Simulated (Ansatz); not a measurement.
Crystal: TiSi2.

```
Ti Si
1.0
     0.00000    4.11752    4.26290
     2.38951    0.00000    4.26290
     2.38951    4.11752    0.00000
Ti Si
2 4
Direct
  0.75000 0.75000 0.75000
  0.50000 0.50000 0.50000
  0.41257 0.08743 0.41257
  0.08743 0.41257 0.08743
  0.16257 0.83743 0.16257
  0.83743 0.16257 0.83743
```

The cell is a database's computed one.

Below is the output of Ansatz 0.2.0 for this cell. Logs are shortened: lines on timing, memory, paths and dates and some standing lists are left out, and cuts for length are marked.

```text
Warning: RAYON_NUM_THREADS=2 ignored (pool sized by the plan → 2); use --threads N
Engine: ansatz 0.2.0, aarch64-unknown-linux-gnu
Pseudopotentials: kind: paw
Pseudopotential: Ti, paw, valence charge 12, recommended cutoff 420 eV (normal), Ti.paw.azcp
Pseudopotential: Si, paw, valence charge 4, recommended cutoff 420 eV (normal), Si.paw.azcp
Functional definition: PBE
  parameter kappa = 0.804
  parameter beta = 0.06672455060314922
  exchange = pbe_x(kappa = kappa, mu = beta*pi^2/3)
  correlation = pbe_c(beta = beta)
Crystal: 6 atoms, lattice volume = 83.884 Å³
Basis set: ecut = 420 eV, 1617 PW (Γ), exchange–correlation on 80×72×64 points (8 copies of the dense FFT grid, shifted against one another)
Bands: 26, of which v1, the nominal top of the filled ones, is band 20 counted from 1 (19 counted from 0)
Symmetry: 8 space group operations
Space group: Fddd (ITA 70), of the structure as read, at distance tolerance 4.4e-5 Å
k-points: 64 of 343
Non-local potential: Ti, projectors of the file, l = 0: 3, l = 1: 2, l = 2: 3, l = 3: 1
Non-local potential: Si, projectors of the file, l = 0: 2, l = 1: 2, l = 2: 2
PAW form: soft (Blöchl's): semilocal exchange-correlation on the pseudo side does not see the compensation charge
PAW one-centre angular grid: Ti, 590 points (default); XC on 64 Gauss nodes
PAW one-centre angular grid: Si, 110 points (default); XC on 64 Gauss nodes
Initial density: superposition of atomic densities (neutral atoms: chi_scale 0, normalization atom), corrected by the library's trained network
Initial wavefunctions: pseudopotential atomic-orbital guess
Functional: x = pbe(κ = 0.804, μ = 0.2195149727645171), c = pbe(β = 0.06672455060314922)
SCF iter   1: F=—  HF=-7545.916376 eV  |F-HF|=—  |Δ(HF+E_count)|=         —  Δρ=4.27e-3  dr2=2.20e-2  ethr=1.77e-3  ⟨swp⟩=6.3  Hψ=8378  notcnv=0  defer=2
preconditioner: auto → Kerker (q_TF=auto, 2.412 Å⁻¹)  [metal: Δε(μ)=0.004 eV  Ē_g=6.369 eV  σ=0.050 eV  W_gap=0.02  n_scr=16 (ndim 8)  ℏωp=19.9 eV  f_vac=0.000  D(μ)=2.40/eV (n_scr^D=16)]
[... 90 lines left out ...]
  E_xc         = -426.448295
  E_vxc        = -445.460038  (∫ρ·V_xc dr)
  E_paw        = -4147.024267  (= ΣΔE_a)
  E_vpaw       = -353.099206  (= ΣTr[D̂ρ^β])
  E_aug_tail   = 0.000276  (compensation charges beyond the density's cutoff)
  E_ewald      = -2716.813729
  E_smearing   = -0.019166  (= −TS)
  E_closure    = 0.000000  (closes the sum)
  Σ components = -7545.770764   (vs F -7545.770764, Δ=0.00e0)
--- Forces (eV/Å), atoms counted from 1 ---
  atom   1  Ti     0.00000000     0.00000000     0.00000000
  atom   2  Ti     0.00000000    -0.00000000     0.00000000
  atom   3  Si     0.00000000     0.00029965     0.00000000
  atom   4  Si     0.00000000    -0.00029965     0.00000000
  atom   5  Si     0.00000000     0.00029965     0.00000000
  atom   6  Si     0.00000000    -0.00029965     0.00000000
  max |Σ_I F_I| component: 0.00e0 eV/Å
--- Stress (GPa, compression-positive) ---
        9.997859       0.000000      -0.000000
        0.000000       9.996916       0.000000
       -0.000000       0.000000       9.987243
  P = ⅓ Tr σ = 9.9940 GPa (99.940 kbar)
--- Band table (eV; the first three rows and the last of 64) ---
  k-point 0: bands = ["-42.6954", "-42.6594", "-19.1262", "-19.0986", "-19.0122", "-18.9948", "-18.9719", "-18.9650", "0.4557", "6.4832", "7.7433", "7.7543", "8.1351", "9.4314", "9.6830", "10.7410", "10.9737", "11.3409", "11.5923", "12.0221", "12.4059", "15.5531", "16.6973", "16.9227", "17.0704", "17.1078"]
  k-point 1: bands = ["-42.6940", "-42.6607", "-19.1251", "-19.0981", "-19.0186", "-18.9949", "-18.9714", "-18.9646", "0.6800", "6.2086", "6.7311", "7.7116", "8.5439", "9.5003", "10.0120", "10.5432", "11.1551", "11.3118", "12.0818", "12.1484", "12.3972", "15.3274", "16.5431", "16.6041", "16.7925", "16.9530"]
  k-point 2: bands = ["-42.6904", "-42.6641", "-19.1253", "-19.0934", "-19.0359", "-18.9927", "-18.9725", "-18.9618", "1.3231", "5.3028", "5.8282", "7.6220", "8.3564", "9.1811", "10.2367", "10.7587", "11.5948", "12.0096", "12.2721", "12.6031", "13.2139", "14.7775", "16.0471", "16.1551", "16.3918", "16.4355"]
  k-point 63: bands = ["-42.6781", "-42.6763", "-19.0897", "-19.0754", "-19.0535", "-19.0370", "-18.9662", "-18.9624", "2.5624", "2.5966", "6.7174", "7.7915", "8.6584", "10.0810", "10.2537", "10.7343", "11.6427", "11.9130", "12.3012", "12.3192", "14.2620", "14.3405", "15.6485", "16.1813", "16.6254", "16.7718"]
--- Relaxed structure (5 steps of the walk, 5 accepted, 1 SCFs on fresh bases) ---
  F+E_penalty+E_count = -7545.77076408 eV   max|allowed force component| = 2.996e-4 eV/Å   (the final SCF, on the basis selected at the relaxed cell)
  cell:  # Å, volume = 79.8716 Å³
    - [6.143828271328155e-18, 4.024400906898031, 4.220014819860671]
    - [2.351510709416849, 2.3624374730256662e-33, 4.220014819860671]
    - [2.351510709416849, 4.024400906898031, 3.4438430530801977e-18]
  atoms:
    - { symbol: Ti, position: [0.7499999999999998, 0.75, 0.7500000000000001] }
    - { symbol: Ti, position: [0.4999999999999999, 0.5, 0.5] }
    - { symbol: Si, position: [0.4131755845781254, 0.08682441542187455, 0.41317558457812553] }
    - { symbol: Si, position: [0.08682441542187438, 0.41317558457812553, 0.08682441542187455] }
    - { symbol: Si, position: [0.16317558457812542, 0.8368244154218745, 0.1631755845781256] }
    - { symbol: Si, position: [0.8368244154218742, 0.1631755845781257, 0.8368244154218742] }
```

Problem. What input gives this log?

Solution. Relaxation of cell and atoms with PBE, no spin polarisation. The files as run (others can give the same):

input.yaml
```yaml
crystal:
  lattice:
    - [0.0, 4.1175163063, 4.2628978354]
    - [2.3895119538, 0.0, 4.2628978354]
    - [2.3895119538, 4.1175163063, 0.0]
  atoms:
    - { symbol: Ti, position: [0.75, 0.75, 0.75] }
    - { symbol: Ti, position: [0.5, 0.5, 0.5] }
    - { symbol: Si, position: [0.41256561, 0.08743439, 0.41256561] }
    - { symbol: Si, position: [0.08743439, 0.41256561, 0.08743439] }
    - { symbol: Si, position: [0.16256561, 0.83743439, 0.16256561] }
    - { symbol: Si, position: [0.83743439, 0.16256561, 0.83743439] }
hamiltonian:
  xc: pbe
  pseudopotentials: { kind: paw }
kpoints:
  mp_grid: { grid: [7, 7, 7] }
scf:
  occupations: { method: fermi_dirac, width: 0.05 }
output:
  forces: true
  stress: true
  eigenvalues: true
relax:
  f_tol: 0.01
  max_steps: 40
  cell: { stress_tol: 0.05, p_target: 10.0 }
```

Potentials or basis: Ansatz PAW.
Launch:
```sh
$ ansatz run input.yaml --threads 2 --pin off --max-ram 5632MiB --backend cpu --events-out ev --progress --plain --runs-dir out
```

Caveat: the plane-wave basis is chosen anew once the cell has moved, so the energies of steps on either side of that aren't comparable.
